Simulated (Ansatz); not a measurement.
# 1T-VBrI bilayer (AB) in a perpendicular field, part 2 of 3

Aim: how the 1T-VBrI bilayer (AB) screens a field along its normal, and what the field does to its bands. A positive field points along +c.

Ansatz 0.2.0; plane-wave DFT, PBE-D3(BJ), Ansatz PAW.

So far. Step 2 (Relaxing the slab): The lattice constant a goes from 3.908 to 3.917 Å.

## (3) Atoms held, field 0

A sawtooth potential applies the field, turning back in the middle of the vacuum. With the dipole correction the typed value is the field outside the slab. The induced dipole is small, so the SCF threshold is tight.

The cell differs from the one that the last finished run ended in (c 50.246 → 27.384 Å).

The input, input.yaml:

```yaml
crystal:
  lattice:
    - [3.9169856623, 0.0, 0.0]
    - [-1.9584928311, 3.3922090898, 0.0]
    - [0.0, 0.0, 27.3840289355]
  atoms:
    - { symbol: I, position: [0.6666666667, 0.3333333333, 0.3286587237], spin: -0.03 }
    - { symbol: V, position: [0.0, 0.0, 0.3886276415], spin: 2.55 }
    - { symbol: Br, position: [0.3333333333, 0.6666666667, 0.4393398254], spin: -0.01 }
    - { symbol: I, position: [0.0, 0.0, 0.5604953567], spin: -0.03 }
    - { symbol: V, position: [0.3333333333, 0.6666666667, 0.6201678036], spin: 2.55 }
    - { symbol: Br, position: [0.6666666667, 0.3333333333, 0.6713412763], spin: -0.01 }
magnetization:
  spin_polarized: true
kpoints:
  mp_grid: { grid: [12, 12, 1] }
  band_path:
    path: [[0, 0, 0], [0.5, 0, 0], [0.33333333, 0.33333333, 0], [0, 0, 0]]
    npoints: 16
hamiltonian:
  xc: pbe
  dispersion: d3bj
scf:
  occupations: { method: fermi_dirac, width: 0.02585 }
  convergence: { dr2_threshold: 1.0e-10 }
efield:
  axis: 3
  dipole_correction: true
  ramp_position: 0.97
  ramp_width: 0.06
  amplitude: 0
output:
  dos: { projected: true, e_range: [-6, 5] }
  bader: true
  write_potential: true
  write_density: true
  volumetric_format: npy
  elf: true
```

Run with:

```
> ansatz run input.yaml --threads 4 --pin off --max-ram 6144MiB --backend cpu --events-out ev --progress --plain --runs-dir out
```

Numbers of over 12 decimals in the logs are rounded to 6 here.

Log:

```text
[...]
Crystal: 6 atoms, lattice volume = 363.858 Å³
Basis set: ecut = 420 eV, 7207 PW (Γ)
Bands: 48, of which v1, the nominal top of the filled ones, is band 37 counted from 1 (36 counted from 0)
Symmetry: 6 space group operations
k-points: 19 of 144 (time reversal used)
[...]
Starting moments: Σ|m| = 5.18 μB on 6 of 6 sites
[...]
SCF iter   1: F=—  HF=-26420.127466 eV  |F-HF|=—  |Δ(HF+E_count)|=         —  Δρ=2.65e-2 (↑2.65e-2 ↓6.80e-3)  dr2=3.06e0  dr2_m=7.25e-1  M=6.000 μB ∫|m|=6.404 μB  β_m=1.00  ethr=3.10e-3  p=-0.000 e·Å  D=-2.19e-6 V/Å  ΔV_dip=0.00 eV  dr2_dipole=3.32e-2  V_vac-E_F(+/−)=4.45/4.45 eV  ⟨swp⟩=15.4  Hψ=9993  notcnv=0
[...]
efield: sawtooth ramp at fractional position 0.9700 (set: `efield.ramp_position`, or a place that a band, a saddle search or an elastic batch's reference lends), width 0.0600; the density the first Hamiltonian is built on has a dipole p = -0.000 e·Å; the dipole correction subtracts the counter field D = -2.19e-6 V/Å, which shifts the + side's vacuum level by +0.00 eV against the − side's; the planar-averaged density in the ramp window peaks in size at 9.0e-6 e/Å³
[...]
SCF iter   2: F=—  HF=-26421.446018 eV  |F-HF|=—  |Δ(HF+E_count)|=    1.32e0  Δρ=8.04e-3 (↑8.04e-3 ↓7.79e-3)  dr2=7.60e-1  dr2_m=2.43e-2  M=6.000 μB ∫|m|=6.397 μB  β_m=1.00  ethr=3.10e-3  p=-0.037 e·Å  D=-1.86e-2 V/Å  ΔV_dip=0.51 eV  dr2_dipole=1.93e-3  V_vac-E_F(+/−)=4.33/3.82 eV  ⟨swp⟩=3.5  Hψ=3459  notcnv=0  defer=123  κ⁻¹=1.0e0(r=1)
density mixer auto → broyden: gapped, with many states about μ (density of states about μ 0.53 of a free-electron gas's, 72 screened modes)
SCF iter   3: F=—  HF=-26422.156856 eV  |F-HF|=—  |Δ(HF+E_count)|=   7.11e-1  Δρ=4.68e-3 (↑4.31e-3 ↓4.68e-3)  dr2=1.70e-1  dr2_m=6.68e-4  M=6.000 μB ∫|m|=6.367 μB  β_m=1.00  ethr=1.03e-3  p=-0.049 e·Å  D=-2.45e-2 V/Å  ΔV_dip=0.67 eV  dr2_dipole=6.05e-6  V_vac-E_F(+/−)=4.23/3.56 eV  ⟨swp⟩=3.0  Hψ=2504  notcnv=0  defer=123  κ⁻¹=9.2e-2(r=2)
[...]
SCF iter  27: F=-26422.550638 eV  HF=-26422.550638 eV  |F-HF|=4.37e-11  |Δ(HF+E_count)|=  4.00e-11  Δρ=2.76e-8 (↑2.76e-8 ↓2.00e-8)  dr2=1.46e-11  dr2_m=1.38e-13  M=6.000 μB ∫|m|=6.357 μB  ethr=1.00e-12  p=-0.052 e·Å  D=-2.59e-2 V/Å  ΔV_dip=0.71 eV  dr2_dipole=2.68e-13  V_vac-E_F(+/−)=4.20/3.49 eV  ⟨swp⟩=12.3  Hψ=7797  notcnv=0
SCF 1 converged in 27 iterations: F = -26422.550638 eV  dr2 = 1.46e-11
[...]
this state was not tested for a lower state beside it, because the mixer in use, unlike msr1, does not test its closes by its own steps (another_mixer; see scf.mixing.algorithm and scf.lower_state_search)
NSCF: frozen V_eff on 49 k-points
efield: sawtooth ramp at fractional position 0.9700 (kept from the solve that this one continues, or follows in the run), width 0.0600; the density the first Hamiltonian is built on has a dipole p = -0.052 e·Å; the dipole correction subtracts the counter field D = -2.59e-2 V/Å, which shifts the + side's vacuum level by +0.71 eV against the − side's; the planar-averaged density in the ramp window peaks in size at 8.3e-6 e/Å³
SCF converged after 27 iterations
Magnetization: 6.0000 μB (40.0000 up, 34.0000 down)
Absolute magnetization: 6.3602 μB (∫|ρ↑−ρ↓|, with the PAW one-centre terms)
[...]
Per-site moments (μB) at R_I (Å): [(-0.031382, 1.152865), (2.546149, 1.094701), (-0.014789, 1.094701), (-0.031839, 1.150901), (2.549157, 1.097436), (-0.014246, 1.097436)]
Free energy (F): -26422.550638 eV
[...]
Internal energy: -26422.550638 eV  (E = F + TS)
E sigma→0 (E₀):  -26422.550638 eV
Fermi energy:    1.851873 eV
Dipole field:    D = -0.025883 V/Å  (p = -0.052047 e·Å, saw-weighted, corrected)
Work function:   Φ+ = 4.2020 eV   Φ− = 3.4932 eV
Levels:          The Fermi level and band energies are counted from a zero that moves with the ramp; work functions are not
[...]
--- Band table (eV; the first three rows and the last of 38) ---
  k-point 0 ↑: bands = [... 33 lower, -0.5808, 0.4545, 0.4545, 0.7194, 0.7968, 0.7968, 1.0534, 2.7593, ... 7 higher]
  k-point 1 ↑: bands = [... 33 lower, -0.7062, 0.4803, 0.5494, 0.8083, 0.8277, 0.8912, 1.1481, 2.5616, ... 7 higher]
  k-point 2 ↑: bands = [... 33 lower, -0.9773, 0.4383, 0.7253, 0.7800, 0.9626, 1.0667, 1.3045, 2.3224, ... 7 higher]
  k-point 18 ↓: bands = [... 33 lower, -1.7539, 3.3449, 3.5120, 3.5297, 3.6711, 3.7452, 3.7759, 3.8759, ... 7 higher]
--- Bader charges: 6 sites ---
  site symbol  charge [e]  shift [e]    m [muB]
     0      I     -0.5259     0.0001     0.0937
     1      V      1.1514     0.0003     2.7885
     2     Br     -0.6324     0.0004     0.1183
     3      I     -0.5186     0.0001     0.0958
     4      V      1.1521     0.0003     2.7878
     5     Br     -0.6266     0.0004     0.1159
  estimated error of the sums over rays = 3.0e-4 e
```

It took 77 s on 4 threads of Arm Neoverse V1, shared host; peak memory 1.3 GiB; 5 min of CPU time.

The column dr2 measures how far the density is from self-consistency, as an energy; F and HF (Harris–Foulkes) agree once it is small.

Numbers from this step:

* dipole along the normal: -0.05205 e·Å
* gap along the path: 0.8811 eV
* step between the vacuum levels: 0.7088 eV
* ionisation energy, upper face: 4.658 eV
* electron affinity, upper face: 3.777 eV
* ionisation energy, lower face: 3.949 eV
* gap, the smaller of path and mesh: 0.8811 eV

Running mean over a fixed 2.7 Å (it still follows the layers) of the planar mean; the ramp of the sawtooth is left out. Electron's electrostatic potential energy less the Fermi level against z:

```csv
z (Å),electron's electrostatic potential energy less the Fermi level (eV)
3.5,3.49
4.0,3.49
4.5,3.49
5.0,3.49
5.5,3.48
6.0,3.44
6.5,3.24
7.0,2.46
7.5,1.16
8.0,-0.179
8.5,-1.72
9.0,-3.30
9.5,-4.63
10.0,-5.23
10.5,-6.13
11.0,-7.06
11.5,-6.71
12.0,-5.19
12.5,-3.46
13.0,-1.78
13.5,-0.280
14.0,0.361
14.5,-0.470
15.0,-1.92
15.5,-3.47
16.0,-4.57
16.5,-5.09
17.0,-6.11
17.5,-6.74
18.0,-5.91
18.5,-4.23
19.0,-2.43
19.5,-0.281
20.0,2.23
20.5,3.75
21.0,4.11
21.5,4.18
22.0,4.20
22.5,4.20
23.0,4.20
23.5,4.20
24.0,4.20
```

The density of states has structure finer than the step of the table below, so its rows give means over 0.25 eV, whole bins alone (the curve runs from -6 to 2.41 eV). Peaks (eV: height): total -4.180: 11.8, -3.740: 11.7, -3.570: 11.4, -0.840: 14.0, -0.510: 17.3, 0.860: 12.9, 1.910: 11.8; up -0.980: 9.40, -0.930: 10.1, -0.840: 14.0, -0.570: 9.75, -0.510: 17.3, 0.480: 8.87, 0.860: 11.7; down -4.180: 9.08, -3.570: 7.64, 1.440: 10.2, 1.610: 8.04, 1.770: 8.28, 1.910: 11.8, 2.080: 10.6.

The density of states by energy, zero at the Fermi level of the run, which the smearing sets inside the gap; means over each step; values in states/eV a cell:

```csv
energy (eV),total,up,down
-5.75,7.52,2.95,4.57
-5.50,6.14,3.00,3.15
-5.25,4.27,1.99,2.28
-5.00,4.88,2.72,2.16
-4.75,9.14,5.29,3.85
-4.50,8.02,3.51,4.51
-4.25,8.95,4.46,4.49
-4.00,7.96,3.46,4.50
-3.75,7.79,4.19,3.60
-3.50,7.93,3.47,4.46
-3.25,5.01,2.05,2.96
-3.00,3.53,1.51,2.02
-2.75,1.48,0.553,0.923
-2.50,0.529,0.164,0.365
-2.25,0.00428,0,0.00428
-2.00,0,0,0
-1.75,0.0301,0.0301,0
-1.50,2.20,2.20,0
-1.25,3.47,3.47,0
-1.00,6.27,6.27,0
-0.75,4.40,4.40,0
-0.50,6.66,6.66,0
-0.25,0,0,0
0.00,0,0,0
0.25,0,0,0
0.50,3.14,2.92,0.223
0.75,5.92,4.87,1.04
1.00,7.21,4.56,2.65
1.25,6.39,3.39,3.00
1.50,5.40,0.0998,5.30
1.75,7.00,0,7.00
2.00,9.24,0.0202,9.22
2.25,7.35,0.108,7.25
```

Projected DOS per atom over height of the atomic layer and energy from the Fermi level. Layers: I V Br I V Br from below.

Values in states/eV, 22 rows by 6 columns, each cell a mean:
```
0.16 2.16 0.15 0.24 3.98 0.20
0.22 3.83 0.20 0.15 3.09 0.14
0.16 2.90 0.11 0.14 2.01 0.10
0.17 2.25 0.13 0.43 3.06 0.32
0.44 3.02 0.33 0.16 1.14 0.14
0.12 0.84 0.10 0.00 0.04 0.01
0.00 0.00 0.00 0.00 0.00 0.00
0.00 0.01 0.00 0.13 3.45 0.11
0.16 3.87 0.13 0.10 2.17 0.09
0.09 2.10 0.08 0.05 1.52 0.06
0.04 1.17 0.05 0.00 0.01 0.00
0.00 0.00 0.00 0.00 0.00 0.00
0.00 0.00 0.00 0.15 0.01 0.03
0.29 0.03 0.09 0.79 0.10 0.22
0.81 0.13 0.28 1.94 0.23 0.74
2.01 0.27 0.76 3.10 0.50 0.78
3.03 0.47 0.94 1.66 0.39 1.19
1.73 0.38 0.81 1.50 0.77 3.84
1.59 0.74 3.80 0.50 0.28 1.85
0.65 0.29 1.64 0.61 0.23 1.37
0.56 0.17 0.97 1.56 0.35 2.07
1.69 0.39 2.50 1.19 0.47 1.31
```
Columns: height of the atomic layer (Å) from 9 to 18.4 (not evenly spaced); rows upwards: energy from the Fermi level (eV) from -5.96 to 2.41.

Projected DOS per atom, spin up over height of the atomic layer and energy from the Fermi level. Layers: I V Br I V Br from below.

Ten even steps from '_' (0.00 states/eV) to '@' (3.87 states/eV), each cell a mean:
```
____________
____________
________..__
__..__..++__
..++____::__
__::________
____________
________%%__
__@@____++__
__++____--__
__--________
____________
____________
____________
______..____
::____--__..
--__..::____
::____::..==
....==____::
..__::____..
____....__::
..__::..__..
```
Columns: height of the atomic layer (Å) from 9 to 18.4 (not evenly spaced); rows upwards: energy from the Fermi level (eV) from -5.96 to 2.41.

Projected DOS per atom, spin down over height of the atomic layer and energy from the Fermi level. Layers: I V Br I V Br from below.

Ten even steps from '_' (0.00 states/eV) to '@' (3.97 states/eV), each cell a mean:
```
__++____@@__
__@@____##__
__##____--__
__--____::__
__..________
____________
____________
____________
____________
____________
____________
____________
____________
______..____
..____::____
--__..==____
--__....__::
..__....__==
::__++____::
____..____..
____..::__::
::__--..__..
```
Columns: height of the atomic layer (Å) from 9 to 18.4 (not evenly spaced); rows upwards: energy from the Fermi level (eV) from -5.96 to 2.41.

Deep bands are left out, so band numbers here count from the lowest band kept and differ from the log's. Electronic bands along the path, in eV, zero at the Fermi level of the run, which the smearing sets inside the gap; # counts the bands kept:

```csv
point,up #17,up #18,up #19,up #20,down #13,down #14,down #15,down #16
Γ,-1.06,-0.80,0.91,0.91,1.08,1.08,1.38,1.42
halfway,-0.65,-0.47,0.46,0.80,0.82,1.17,1.59,1.71
M,-0.56,-0.52,0.87,1.01,0.53,0.90,1.73,1.92
halfway,-0.59,-0.51,0.57,0.88,1.00,1.37,1.59,1.84
K,-0.61,-0.48,0.49,0.76,1.49,1.66,1.68,1.82
halfway,-0.70,-0.46,0.49,0.66,1.21,1.35,1.52,1.63
Γ,-1.06,-0.80,0.91,0.91,1.08,1.08,1.38,1.42
```

Spin density in the ca plane at fractional y = 0.000, with atoms of V and I within 0.2 Å of it.

Values in e/Å³, 6 rows by 16 columns, each cell a mean:
```
0.0 0.0 0.0 0.0 0.0 0.0 0.2 1.2 0.2 0.0 0.0 0.0 0.0 0.0 0.0 0.0
0.0 0.0 0.0 0.0 0.0 0.0 0.0 0.1 0.0 0.0 0.0 0.0 0.0 0.0 0.0 0.0
0.0 0.0 0.0 0.0 0.0 0.0 0.0 0.0 0.0 0.0 0.0 0.0 0.0 0.1 0.0 0.0
0.0 0.0 0.0 0.0 0.0 0.0 0.0 0.0 0.0 0.0 0.0 0.0 0.0 0.1 0.0 0.0
0.0 0.0 0.0 0.0 0.0 0.0 0.0 0.3 0.1 0.0 0.0 0.0 0.0 0.0 0.0 0.0
0.0 0.0 0.0 0.0 0.0 0.0 0.2 1.8 0.3 0.0 0.0 0.0 0.0 0.0 0.0 0.0
```
Columns run along c (16.0 Å, from fractional 0.12 to 0.71 of the cell), rows up along a (3.9 Å). Atoms in or near the plane, at fractional coordinates: V at (0.39, 0.00), I at (0.56, 0.00).

ELF in the ca plane at fractional y = 0.000, with atoms of V and I within 0.2 Å of it. It is the smooth field of the valence electrons, not physical close to the nuclei.

Ten even steps from '0' (0.00) to '9' (0.77), each cell a mean:
```
00000000000000000001125999621000299843368620
00000000000000000123321475212100179976788511
00000000000000013567763121246531028998996212
00000000000000146899986312589873002566642113
00000000000001257998887313799985000011222213
00000000000000247999887312699984000233322113
00000000000000125788885211478751015888874112
00000000000000001345541242124310059988897411
00000000000000000012213798411100289864578620
00000000000000000001127999831000399735267620
```
Columns run along c (16.0 Å, from fractional 0.07 to 0.65 of the cell), rows up along a (3.9 Å). Atoms in or near the plane, at fractional coordinates: V at (0.39, 0.00), I at (0.56, 0.00).

Electrostatic potential energy in the ca plane at fractional y = 0.000, with atoms of V and I within 0.2 Å of it. With pseudopotentials it is smooth inside the atoms' cores, unlike the true potential.

Ten even steps from '0' (-22 eV) to '9' (6 eV), each cell a mean:
```
99999999999999998720000589999961597238999999
99999999999999998851003789999974121268999999
99999999999999988876667889999997544688888999
99999999999999877788888888999999888887778888
99999999999998765688998878899999999887777778
99999999999998766788888878899999999887777778
99999999999999887888778888999998777888888889
99999999999999998874225789999986211478899999
99999999999999998730000689999972264148999999
99999999999999998710000489999851799237999999
```
Columns run along c (16.0 Å, from fractional 0.12 to 0.71 of the cell; values clipped at the 3rd and 97th percentile), rows up along a (3.9 Å). Atoms in or near the plane, at fractional coordinates: V at (0.39, 0.00), I at (0.56, 0.00).

The gap is 0.88 eV, with the valence edge 4.66 eV and the conduction edge 3.78 eV under the upper vacuum level. Spin-orbit coupling, left out in this run, matters for the bands of elements this heavy.

## (4) Atoms held, field 0.1 V/Å

Changes to input.yaml since step 3:

```diff
@@ -28,8 +28,6 @@
   dipole_correction: true
-  ramp_position: 0.97
-  ramp_width: 0.06
-  amplitude: 0
+  ramp_position: 0.9598
+  ramp_width: 0.0734
+  amplitude: 0.1
 output:
-  dos: { projected: true, e_range: [-6, 5] }
-  bader: true
   write_potential: true
@@ -37,2 +35 @@
   volumetric_format: npy
-  elf: true
```

Log:

```text
[...]
Crystal: 6 atoms, lattice volume = 363.858 Å³
Basis set: ecut = 420 eV, 7207 PW (Γ)
Bands: 48, of which v1, the nominal top of the filled ones, is band 37 counted from 1 (36 counted from 0)
Symmetry: 6 space group operations
k-points: 19 of 144 (time reversal used)
[...]
Starting moments: Σ|m| = 5.18 μB on 6 of 6 sites
[...]
k-point 1 ↑: bands = [... 33 lower, -0.6454, 0.4099, 0.4788, 0.7441, 0.8908, 0.9588, 1.2165, 2.4903, ... 7 higher]
  k-point 2 ↑: bands = [... 33 lower, -0.9179, 0.3685, 0.6546, 0.8437, 0.8981, 1.1342, 1.3714, 2.2540, ... 7 higher]
  k-point 18 ↓: bands = [... 33 lower, -1.7052, 3.2790, 3.4395, 3.4563, 3.6316, 3.7813, 3.7864, 3.9386, ... 7 higher]
[key lines of the parts left out:]
SCF converged after 27 iterations
Magnetization: 6.0000 μB (40.0000 up, 34.0000 down)
Free energy (F): -26422.549048 eV
Fermi energy:    1.851698 eV
Dipole field:    D = 0.010098 V/Å  (p = 0.020304 e·Å, saw-weighted, corrected)
```

Elapsed: 67 s, on 4 threads; peak memory 1.2 GiB.

The dipole is 0.0203 e·Å, 0.0724 e·Å from its value without field, and the gap 0.747 eV.

## (5) Single point, field -0.1 V/Å

Changes to input.yaml since step 4:

```diff
@@ -30,3 +30,3 @@
   ramp_width: 0.0734
-  amplitude: 0.1
+  amplitude: -0.1
 output:
```

Log:

```text
[...]
Crystal: 6 atoms, lattice volume = 363.858 Å³
Basis set: ecut = 420 eV, 7207 PW (Γ)
Bands: 48, of which v1, the nominal top of the filled ones, is band 37 counted from 1 (36 counted from 0)
Symmetry: 6 space group operations
k-points: 19 of 144 (time reversal used)
[...]
Starting moments: Σ|m| = 5.18 μB on 6 of 6 sites
[...]
k-point 1 ↑: bands = [... 33 lower, -0.7631, 0.5568, 0.6262, 0.7566, 0.8259, 0.8887, 1.0824, 2.6383, ... 7 higher]
  k-point 2 ↑: bands = [... 33 lower, -1.0328, 0.5137, 0.7155, 0.8021, 1.0015, 1.0351, 1.2414, 2.3931, ... 7 higher]
  k-point 18 ↓: bands = [... 33 lower, -1.7990, 3.4147, 3.5907, 3.5960, 3.6435, 3.7461, 3.7975, 3.8173, ... 7 higher]
[key lines of the parts left out:]
SCF converged after 27 iterations
Magnetization: 6.0000 μB (40.0000 up, 34.0000 down)
Free energy (F): -26422.559446 eV
Fermi energy:    1.853866 eV
Dipole field:    D = -0.061707 V/Å  (p = -0.124081 e·Å, saw-weighted, corrected)
```

Elapsed: 66 s, on 4 threads; peak memory 1.2 GiB.

The dipole is -0.124 e·Å, -0.0720 e·Å from its value without field, and the gap 1.013 eV.

## (6) Atoms held, field 0.2 V/Å

Changes to input.yaml since step 5:

```diff
@@ -30,3 +30,3 @@
   ramp_width: 0.0734
-  amplitude: -0.1
+  amplitude: 0.2
 output:
```

Log:

```text
[...]
Crystal: 6 atoms, lattice volume = 363.858 Å³
Basis set: ecut = 420 eV, 7207 PW (Γ)
Bands: 48, of which v1, the nominal top of the filled ones, is band 37 counted from 1 (36 counted from 0)
Symmetry: 6 space group operations
k-points: 19 of 144 (time reversal used)
[...]
Starting moments: Σ|m| = 5.18 μB on 6 of 6 sites
[...]
k-point 1 ↑: bands = [... 33 lower, -0.5900, 0.3396, 0.4083, 0.6753, 0.9518, 1.0199, 1.2788, 2.4185, ... 7 higher]
  k-point 2 ↑: bands = [... 33 lower, -0.8638, 0.2987, 0.5840, 0.8201, 0.9139, 1.1953, 1.4323, 2.1841, ... 7 higher]
  k-point 18 ↓: bands = [... 33 lower, -1.6612, 3.2120, 3.3669, 3.3819, 3.5657, 3.7679, 3.8381, 3.9957, ... 7 higher]
[key lines of the parts left out:]
SCF converged after 27 iterations
Magnetization: 6.0000 μB (40.0000 up, 34.0000 down)
Free energy (F): -26422.554716 eV
Fermi energy:    1.847272 eV
Dipole field:    D = 0.046336 V/Å  (p = 0.093172 e·Å, saw-weighted, corrected)
```

The job ended after 69 s (4 threads; peak memory 1.2 GiB).

The dipole is 0.0932 e·Å, 0.145 e·Å from its value without field, and the gap 0.617 eV.

## (7) Atoms held, field -0.2 V/Å

Changes to input.yaml since step 6:

```diff
@@ -30,3 +30,3 @@
   ramp_width: 0.0734
-  amplitude: 0.2
+  amplitude: -0.2
 output:
```

Log:

```text
[...]
Crystal: 6 atoms, lattice volume = 363.858 Å³
Basis set: ecut = 420 eV, 7207 PW (Γ)
Bands: 48, of which v1, the nominal top of the filled ones, is band 37 counted from 1 (36 counted from 0)
Symmetry: 6 space group operations
k-points: 19 of 144 (time reversal used)
[...]
Starting moments: Σ|m| = 5.18 μB on 6 of 6 sites
[...]
k-point 1 ↑: bands = [... 33 lower, -0.8123, 0.6306, 0.6877, 0.7004, 0.7568, 0.9566, 1.0167, 2.7084, ... 7 higher]
  k-point 2 ↑: bands = [... 33 lower, -1.0800, 0.5837, 0.6497, 0.8759, 0.9329, 1.0956, 1.1843, 2.4445, ... 7 higher]
  k-point 18 ↓: bands = [... 33 lower, -1.8468, 3.4774, 3.5543, 3.6661, 3.6968, 3.6996, 3.7590, 3.8683, ... 7 higher]
[key lines of the parts left out:]
SCF converged after 25 iterations
Magnetization: 6.0000 μB (40.0000 up, 34.0000 down)
Free energy (F): -26422.575449 eV
Fermi energy:    1.846018 eV
Dipole field:    D = -0.097448 V/Å  (p = -0.195950 e·Å, saw-weighted, corrected)
```

The job ended after 64 s (4 threads; peak memory 1.2 GiB; 4.2 min of CPU time).

The dipole is -0.196 e·Å, -0.144 e·Å from its value without field, and the gap 1.120 eV.

(Continued in part 3 of 3.)

[Logs are printed without paths, hosts, clocks, repeated set-up lines and the standing remarks that a program may print on its own settings, such as how far it seeks lower states.]

[Hosts, paths, dates, database ids (printed as entryN), source tags and the programs' standing remarks are cut or masked in the printed files.]

[Maps of the electrostatic potential energy from Ansatz leave out the sawtooth potential of an applied field or a dipole correction, so their vacuum need not be flat; planar profiles and work functions include it.]

[The density of states shown here was stored with 400 of the rows of the run's finer table, so its peaks can read low, often by over a quarter, or be missed, and its means over a window can be off by a tenth or more.]
